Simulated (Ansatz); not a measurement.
# H started in the widest void in wurtzite BN, 97 atoms, charge +1

How does the host give way around this defect, and what happens to the levels at the gap? The levels of theory are PBEsol and HSE06.

Method: density functional theory in Ansatz 0.2.0, PAW datasets, plane waves.

### 1 The starting cell

97 atoms (48 B, 48 N, 1 H); a = 7.623 Å, b = 8.802 Å, c = 8.407 Å, α = 90.00°, β = 90.00°, γ = 90.00°. All atoms were shaken off their sites by about 0.02 Å along each axis. Defect site 1: (0.667, 0.500, 0.594).

Plan of the steps: (2) PBEsol relaxation at the single k point (¼, ¼, ¼), on 8 threads of Arm Neoverse-V1; (3) HSE06 single point at the single k point (¼, ¼, ¼), on 8 threads of Arm Neoverse-V1.

### 2 PBEsol relaxation in the fixed cell

Input file in.yaml:

```yaml
crystal:
  lattice:
    - [7.622990, 0.000000, 0.000000]
    - [0.000000, 8.802271, 0.000000]
    - [0.000000, 0.000000, 8.406582]
  atoms:
    - { symbol: B, position: [0.005021, 0.166509, 0.003937] }
    - { symbol: B, position: [0.999734, 0.168943, 0.497750] }
    - { symbol: B, position: [0.333679, 0.162917, 0.004827] }
    - { symbol: B, position: [0.334683, 0.166184, 0.495824] }
    - { symbol: B, position: [0.170709, 0.416319, 0.002118] }
    - { symbol: B, position: [0.165683, 0.416074, 0.499467] }
    - { symbol: B, position: [0.001892, 0.666527, 0.001004] }
    - { symbol: B, position: [0.995444, 0.666632, 0.500281] }
    - { symbol: B, position: [0.664094, 0.166137, 0.005183] }
    - { symbol: B, position: [0.666405, 0.163251, 0.500331] }
    - { symbol: B, position: [0.504130, 0.414047, 0.001411] }
    - { symbol: B, position: [0.494897, 0.416149, 0.499938] }
    - { symbol: B, position: [0.330852, 0.666492, 0.998418] }
    - { symbol: B, position: [0.333141, 0.668281, 0.498528] }
    - { symbol: B, position: [0.164004, 0.918535, 0.000557] }
    - { symbol: B, position: [0.168629, 0.915843, 0.499656] }
    - { symbol: B, position: [0.829601, 0.418516, 0.997899] }
    - { symbol: B, position: [0.829755, 0.420074, 0.499987] }
    - { symbol: B, position: [0.662249, 0.668172, 0.999408] }
    - { symbol: B, position: [0.663645, 0.667226, 0.500608] }
    - { symbol: B, position: [0.495257, 0.920098, 0.996690] }
    - { symbol: B, position: [0.499187, 0.917003, 0.502534] }
    - { symbol: B, position: [0.829946, 0.916259, 0.998561] }
    - { symbol: B, position: [0.835052, 0.918007, 0.500334] }
    - { symbol: B, position: [0.161642, 0.085664, 0.253438] }
    - { symbol: B, position: [0.164295, 0.085166, 0.750641] }
    - { symbol: B, position: [0.000416, 0.335166, 0.250974] }
    - { symbol: B, position: [0.001296, 0.333540, 0.756047] }
    - { symbol: B, position: [0.499794, 0.085971, 0.251832] }
    - { symbol: B, position: [0.499027, 0.084508, 0.752464] }
    - { symbol: B, position: [0.333551, 0.337621, 0.249830] }
    - { symbol: B, position: [0.334749, 0.337441, 0.747701] }
    - { symbol: B, position: [0.166765, 0.584334, 0.250952] }
    - { symbol: B, position: [0.167339, 0.584655, 0.748116] }
    - { symbol: B, position: [0.002046, 0.837217, 0.250384] }
    - { symbol: B, position: [0.999806, 0.837427, 0.750993] }
    - { symbol: B, position: [0.829829, 0.085175, 0.250731] }
    - { symbol: B, position: [0.834107, 0.083952, 0.750453] }
    - { symbol: B, position: [0.666949, 0.330345, 0.248872] }
    - { symbol: B, position: [0.666425, 0.333491, 0.748502] }
    - { symbol: B, position: [0.496305, 0.581275, 0.249286] }
    - { symbol: B, position: [0.501247, 0.584765, 0.751121] }
    - { symbol: B, position: [0.338050, 0.833758, 0.248904] }
    - { symbol: B, position: [0.330644, 0.834232, 0.749034] }
    - { symbol: B, position: [0.833046, 0.583908, 0.251126] }
    - { symbol: B, position: [0.833210, 0.580982, 0.752449] }
    - { symbol: B, position: [0.664933, 0.831341, 0.248760] }
    - { symbol: B, position: [0.667158, 0.833675, 0.750746] }
    - { symbol: N, position: [0.001052, 0.164473, 0.190755] }
    - { symbol: N, position: [0.002980, 0.170811, 0.684470] }
    - { symbol: N, position: [0.335275, 0.164943, 0.184414] }
    - { symbol: N, position: [0.336972, 0.167386, 0.690371] }
    - { symbol: N, position: [0.172821, 0.418244, 0.186767] }
    - { symbol: N, position: [0.161887, 0.417549, 0.691402] }
    - { symbol: N, position: [0.003265, 0.664767, 0.187187] }
    - { symbol: N, position: [0.999638, 0.665651, 0.684714] }
    - { symbol: N, position: [0.664851, 0.167620, 0.186394] }
    - { symbol: N, position: [0.667215, 0.165247, 0.686996] }
    - { symbol: N, position: [0.495625, 0.418569, 0.187338] }
    - { symbol: N, position: [0.499764, 0.415419, 0.689930] }
    - { symbol: N, position: [0.329725, 0.667512, 0.187500] }
    - { symbol: N, position: [0.332623, 0.667286, 0.686774] }
    - { symbol: N, position: [0.165755, 0.915206, 0.187115] }
    - { symbol: N, position: [0.161344, 0.915862, 0.687280] }
    - { symbol: N, position: [0.832434, 0.418854, 0.188477] }
    - { symbol: N, position: [0.828928, 0.417846, 0.687172] }
    - { symbol: N, position: [0.664463, 0.664756, 0.183911] }
    - { symbol: N, position: [0.665163, 0.669370, 0.692541] }
    - { symbol: N, position: [0.497185, 0.924375, 0.192568] }
    - { symbol: N, position: [0.501849, 0.914945, 0.685819] }
    - { symbol: N, position: [0.835195, 0.916809, 0.189057] }
    - { symbol: N, position: [0.828699, 0.919162, 0.685268] }
    - { symbol: N, position: [0.167350, 0.084705, 0.439136] }
    - { symbol: N, position: [0.161454, 0.085482, 0.938300] }
    - { symbol: N, position: [0.000654, 0.332823, 0.435972] }
    - { symbol: N, position: [0.001877, 0.335325, 0.938280] }
    - { symbol: N, position: [0.497643, 0.084603, 0.437975] }
    - { symbol: N, position: [0.497989, 0.080962, 0.940141] }
    - { symbol: N, position: [0.329293, 0.334025, 0.434608] }
    - { symbol: N, position: [0.335131, 0.332582, 0.936050] }
    - { symbol: N, position: [0.168036, 0.580793, 0.441504] }
    - { symbol: N, position: [0.167931, 0.584902, 0.941318] }
    - { symbol: N, position: [0.996898, 0.833397, 0.440973] }
    - { symbol: N, position: [0.999144, 0.832017, 0.936517] }
    - { symbol: N, position: [0.833054, 0.082397, 0.441103] }
    - { symbol: N, position: [0.836928, 0.079271, 0.939958] }
    - { symbol: N, position: [0.665252, 0.333420, 0.436394] }
    - { symbol: N, position: [0.668594, 0.337839, 0.938040] }
    - { symbol: N, position: [0.497397, 0.582331, 0.440268] }
    - { symbol: N, position: [0.493437, 0.580637, 0.938519] }
    - { symbol: N, position: [0.335470, 0.835678, 0.433809] }
    - { symbol: N, position: [0.331111, 0.828809, 0.937502] }
    - { symbol: N, position: [0.831033, 0.581324, 0.440383] }
    - { symbol: N, position: [0.836404, 0.583847, 0.939988] }
    - { symbol: N, position: [0.673562, 0.832360, 0.435038] }
    - { symbol: N, position: [0.664631, 0.832076, 0.936153] }
    - { symbol: H, position: [0.665496, 0.499800, 0.595457] }
  symmetry: { detect: false }
kpoints:
  mp_grid: { grid: [1, 1, 1], shift: [0.25, 0.25, 0.25] }
hamiltonian:
  xc: pbesol
total_charge: 1
scf:
  occupations: { method: fermi_dirac, width: 0.01 }
relax:
  f_tol: 0.03
  max_steps: 80
  escape_saddle: false
  adjacent_minimum: "off"
output:
  forces: true
  eigenvalues: true
  populations: true
  charged_corrections: { epsilon: 7 }
```

Started as:

```sh
$ ansatz run in.yaml --threads 8 --pin off --max-ram 17100MiB --runs-dir r --events-out ev --progress --plain
```

Further steps of the session: HSE06 single point.

Before running it: what results should come out? Wanted: for each run, top filled to lowest empty.

As calculated:

| level | time | top filled to lowest empty (eV) |
| --- | --- | --- |
| PBEsol, relaxation | 1.8 min (8 CPU threads) | 4.33 |
| HSE06 | 3 min (8 CPU threads) | 5.95 |

| quantity | value |
| --- | --- |
| relaxation | 13 recorded steps, 3.37 eV gained |
| largest shift | 1.03 Å (H97) |

**What this shows.** Relaxation gains 3.37 eV, with shifts up to 1.03 Å (H97). At the same k points, PBEsol gives a spacing 1.62 eV smaller than the 5.95 eV of HSE06. In a defect cell this spacing can involve defect levels, so it need not be the gap.
